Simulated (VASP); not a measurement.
## ZnO in VASP 6.6.1, single-point calculation

INCAR

```
LREAL = Auto
MAGMOM = 2 2
ENCUT = 520
LASPH = .TRUE.
EDIFF = 1E-7
ISPIN = 2
NSW = 0
ISIF = 2
ISMEAR = 0
LCHARG = .FALSE.
ALGO = Normal
METAGGA = R2SCAN
NELM = 93
NBANDS = 16
PREC = Accurate
IBRION = -1
SIGMA = 0.01
LWAVE = .FALSE.
```

KPOINTS

```
KPOINTS created by Atomic Simulation Environment
0
Gamma
10 10 10
0 0 0
```

POSCAR

```
Zn O
 1.0000000000000000
     0.0000000000000000    2.0221742046000002    2.0221742046000002
     2.0221742046000002    0.0000000000000000    2.0221742046000002
     2.0221742046000002    2.0221742046000002    0.0000000000000000
 Zn  O
   1   1
Cartesian
  0.0000000000000000  0.0000000000000000  0.0000000000000000
  2.0221742045999997  2.0221742045999997  2.0221742045999997
```

The recommended PBE PAW datasets give the neutral cell 18 valence electrons.

Command

```
mpirun -np 1 vasp_std
```

OSZICAR

```
N       E                     dE             d eps       ncg     rms          rms(c)
DAV:   1     0.759450723676E+02    0.75945E+02   -0.10191E+04  3296   0.187E+03
DAV:   2    -0.151189917995E+02   -0.91064E+02   -0.84152E+02  3320   0.306E+02
DAV:   3    -0.188703680827E+02   -0.37514E+01   -0.37371E+01  3528   0.618E+01
DAV:   4    -0.188838522582E+02   -0.13484E-01   -0.13484E-01  3672   0.363E+00
DAV:   5    -0.188838843906E+02   -0.32132E-04   -0.32133E-04  3536   0.173E-01    0.219E+01
DAV:   6    -0.171060485753E+02    0.17778E+01   -0.16406E+00  3568   0.441E+01    0.118E+01
DAV:   7    -0.175111706714E+02   -0.40512E+00   -0.10264E+00  3392   0.110E+01    0.628E+00
DAV:   8    -0.175648753021E+02   -0.53705E-01   -0.47023E-02  3688   0.432E+00    0.287E+00
DAV:   9    -0.175680594064E+02   -0.31841E-02   -0.98896E-03  3136   0.125E+00    0.700E-01
DAV:  10    -0.175685015240E+02   -0.44212E-03   -0.20798E-03  3288   0.843E-01    0.227E-01
DAV:  11    -0.175682956692E+02    0.20585E-03   -0.34356E-04  3448   0.283E-01    0.343E-02
DAV:  12    -0.175683165643E+02   -0.20895E-04   -0.29079E-05  3584   0.708E-02    0.187E-02
DAV:  13    -0.175683230407E+02   -0.64764E-05   -0.11175E-05  3736   0.551E-02    0.991E-03
DAV:  14    -0.175683177023E+02    0.53384E-05   -0.27660E-06  3536   0.177E-02    0.260E-03
DAV:  15    -0.175683164653E+02    0.12370E-05   -0.37080E-07  3320   0.796E-03    0.587E-04
DAV:  16    -0.175683166848E+02   -0.21949E-06   -0.28038E-08  1744   0.244E-03    0.308E-04
DAV:  17    -0.175683166012E+02    0.83609E-07   -0.31703E-09  1720   0.948E-04
   1 F= -.17568317E+02 E0= -.17568317E+02  d E =-.406371E-29  mag=     0.0000
```

It converged. Results: pressure 47.5 GPa; magnetic moment of the cell 0.00 μB.

For comparison, a separate r²SCAN run of the intended cell, on usual settings and not on those above, gives a gap of 2.42 eV on its mesh and a pressure of 47.5 GPa.

The run above took about 56 s on one core of a shared host (Intel Xeon 6975P-C) and held 0.17 GiB at most.
